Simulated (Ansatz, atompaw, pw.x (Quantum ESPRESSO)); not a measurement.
What a changed setting does to a pw.x run (bcc F)

Potential: PAW, atompaw 4.2.0.5, PBEsol; core [He], reference 2s1 2p6; waves: 2s (bound): rc 0.70 bohr; 2s channel at -0.45 Ry: rc 0.70 bohr; 2p (bound): rc 1.65 bohr; 2p channel at 0.4 Ry: rc 1.65 bohr; local part: troulliermartins scheme with l = 2 at 0 Ry, radius 1.30 bohr; core correction: smooth core density matched at 1.20 bohr; augmentation: sinc compensation charge, radius 1.30 bohr; PAW radius 1.65 bohr; waves and projectors: custom rrkj gramschmidtortho.

The reference run (k-mesh 17³, cutoffs 100/900 Ry, Fermi–Dirac 0.01 Ry, mixing_beta 0.4, conv_thr 1e-9, no spin) gives -0.28 GPa at 9.337 Å³/atom, where all-electron LAPW gives -0.18 GPa. This run, with its own iteration cap, changes degauss to 0.005.

```
&control
  calculation='scf', prefix='x', pseudo_dir='./', outdir='./tmp', tstress=.true., disk_io='none'
/
&system
  ibrav=0, nat=1, ntyp=1, ecutwfc=100, ecutrho=900, nbnd=11,
  occupations='smearing', smearing='fd', degauss=0.005
/
&electrons
  conv_thr=1e-09, mixing_beta=0.4, electron_maxstep=70
/
ATOMIC_SPECIES
F 1.0 F.UPF
CELL_PARAMETERS angstrom
  -1.32652607 1.32652607 1.32652607
  1.32652607 -1.32652607 1.32652607
  1.32652607 1.32652607 -1.32652607
ATOMIC_POSITIONS crystal
F 0.0000 0.0000 0.0000
K_POINTS automatic
17 17 17 0 0 0
```

```bash
pw.x < F.scf.in > F.scf.out
```

Task: How does the run end?

Result: It converges in 7 iterations; the free energy moves by +52.3 meV/atom and the pressure by -1.01 GPa. In a metal, with Fermi–Dirac smearing, F lies below its zero-width value by a term in the square of the width.

```
Message from routine setup:
     using ibrav=0 with symmetry is DISCOURAGED, use correct ibrav instead
     lattice parameter (alat)  =       4.3419  a.u.
     unit-cell volume          =      63.0092 (a.u.)^3
     number of electrons       =         7.00
     number of Kohn-Sham states=           11
     kinetic-energy cutoff     =     100.0000  Ry
     charge density cutoff     =     900.0000  Ry
     scf convergence threshold =      1.0E-09
     Exchange-correlation= SLA PW PSX PSC
     number of k points=   165  Fermi-Dirac smearing, width (Ry)=  0.0050
     iteration #  1     ecut=   100.00 Ry     beta= 0.40
     total energy              =     -58.54217454 Ry
     estimated scf accuracy    <       0.00072366 Ry
     iteration #  2     ecut=   100.00 Ry     beta= 0.40
     total energy              =     -58.54145514 Ry
     estimated scf accuracy    <       0.00064429 Ry
     iteration #  3     ecut=   100.00 Ry     beta= 0.40
     total energy              =     -58.54150108 Ry
     estimated scf accuracy    <       0.00009352 Ry
     iteration #  4     ecut=   100.00 Ry     beta= 0.40
     total energy              =     -58.54150583 Ry
     estimated scf accuracy    <       0.00000089 Ry
     iteration #  5     ecut=   100.00 Ry     beta= 0.40
     total energy              =     -58.54150598 Ry
     estimated scf accuracy    <       0.00000001 Ry
     iteration #  6     ecut=   100.00 Ry     beta= 0.40
     total energy              =     -58.54150602 Ry
     estimated scf accuracy    <          2.6E-09 Ry
     iteration #  7     ecut=   100.00 Ry     beta= 0.40
     the Fermi energy is    -0.0229 ev
!    total energy              =     -58.54150603 Ry
     estimated scf accuracy    <          4.3E-11 Ry
     smearing contrib. (-TS)   =      -0.00283105 Ry
     The total energy is F=E-TS. E is the sum of the following terms:
     one-electron contribution =     -14.81637210 Ry
     hartree contribution      =      11.34869427 Ry
     xc contribution           =      -8.80867494 Ry
     ewald contribution        =     -35.56815545 Ry
     one-center paw contrib.   =     -10.69416676 Ry
     convergence has been achieved in   7 iterations
          total   stress  (Ry/bohr**3)                   (kbar)     P=      -12.90
     Message from routine punch:
     Nothing written, as per user request (disk_io='none')
```

The run took about 28 s on one core of a shared host (Intel(R) Xeon(R) Platinum 8259CL CPU @ 2.50GHz, 96 threads, 755 GiB, load 46).
